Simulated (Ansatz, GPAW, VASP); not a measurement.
**Al: 3 runs at one level of theory**

```
CELL_PARAMETERS angstrom
0.00000 2.02481 2.02481
2.02481 0.00000 2.02481
2.02481 2.02481 0.00000
ATOMIC_POSITIONS crystal
Al 0.00000 0.00000 0.00000
```

Alike in all runs: task single point; functional PBE; k mesh 11 × 11 × 11; occupations gaussian, width 0.012 eV; no spin polarisation; no spin-orbit coupling. Pressure is positive in compression and, in plane waves, holds the error of the finite cutoff.

| program and potentials | plane-wave cutoff (eV) | notes | pressure (GPa) |
| --- | --- | --- | --- |
| VASP, PBE PAW files Al, 520 eV | 520 | - | -0.55 |
| Ansatz, all-electron LAPW, scalar-relativistic | - | - | -0.52 |
| GPAW, GPAW PAW data sets (gpaw-data 1.2.1) | 600 | - | -0.39 |

The pressure spans -0.55 (VASP, PBE PAW files Al, 520 eV) to -0.39 GPa (GPAW, GPAW PAW data sets (gpaw-data 1.2.1)), with all-electron results at -0.52.

Differences between rows come from potentials, basis sets and numerical settings, since the functional is the same but for its coding. Runs on potential files found faulty are left out.
